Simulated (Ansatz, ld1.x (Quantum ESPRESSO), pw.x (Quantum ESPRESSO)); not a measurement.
## Which Mg potential is closest to all-electron in the sc crystal?

All use PBE, scalar-relativistic, no spin, cutoffs from each file’s atomic test, pw.x 7.5; 11³ k-points, Fermi–Dirac smearing 0.01 Ry. Δ is the rms difference from all-electron LAPW of the E(V) curves that follow from fits to the pressures, over ±6 % in volume. Mesh and smearing are coarse and serve the comparison alone. The files are a selection: those with a ghost or negative overlap were mostly not run, and those with noisy or unconverged pressures or nearly equal Δ are left out.

All-electron: a0 = 3.021 Å (V0 = 27.58 Å³/atom), B0 = 22.7 GPa.

Q: Rank them by Δ, smallest first.
A. norm-conserving Troullier–Martins (Kleinman–Bylander form), ld1.x (Quantum ESPRESSO) 7.5, PBE; core [Ne], reference 3s2 3p0; waves: 3p (bound, empty): rc 3.25 bohr; 3d channel at 0.25 Ry: rc 2.80 bohr; 3s (bound): rc 2.75 bohr; local part: the s channel; core correction: a·sin(br)/r model core, default radius (core density twice the valence density).
B. PAW, ld1.x (Quantum ESPRESSO) 7.5, PBE; core [Ne], reference 3s2 3p0; waves: 3s (bound): rcut 2.00, rcutus 2.70 bohr; 3s channel at 0.8 Ry: rcut 2.00, rcutus 2.70 bohr; 3p (bound, empty): rcut 3.25, rcutus 3.90 bohr; 3p channel at 3.25 Ry: rcut 3.25, rcutus 3.90 bohr; 3d channel at 0.15 Ry: rcut 2.95, rcutus 4.10 bohr; local part: all-electron potential smoothed inside 2.10 bohr (lloc = -1); core correction: Bessel-smoothed model core, default radius (core density twice the valence density); augmentation: PSQ, inside the norm-conserving radii.
C. ultrasoft, ld1.x (Quantum ESPRESSO) 7.5, PBE; core [Ne], reference 3s2 3p0; waves: 3s (bound): rcut 1.80, rcutus 2.30 bohr; 3s channel at 0.6 Ry: rcut 1.80, rcutus 2.30 bohr; 3p (bound, empty): rcut 3.00, rcutus 3.40 bohr; 3p channel at 0.75 Ry: rcut 3.00, rcutus 3.40 bohr; local part: all-electron potential smoothed inside 2.60 bohr (lloc = -1); core correction: none; augmentation: built from norm-conserving waves at rcut, not smoothed further.
D. norm-conserving Troullier–Martins (Kleinman–Bylander form), ld1.x (Quantum ESPRESSO) 7.5, PBE; core [Ne], reference 3s2 3p0; waves: 3s (bound): rc 2.20 bohr; 3p (bound, empty): rc 3.85 bohr; 3d channel at -0.1 Ry: rc 4.10 bohr; local part: the d channel; core correction: a·sin(br)/r model core, default radius (core density twice the valence density).

A: D (0.8 meV/atom), B (1.5 meV/atom), A (3.0 meV/atom), C (5.0 meV/atom).
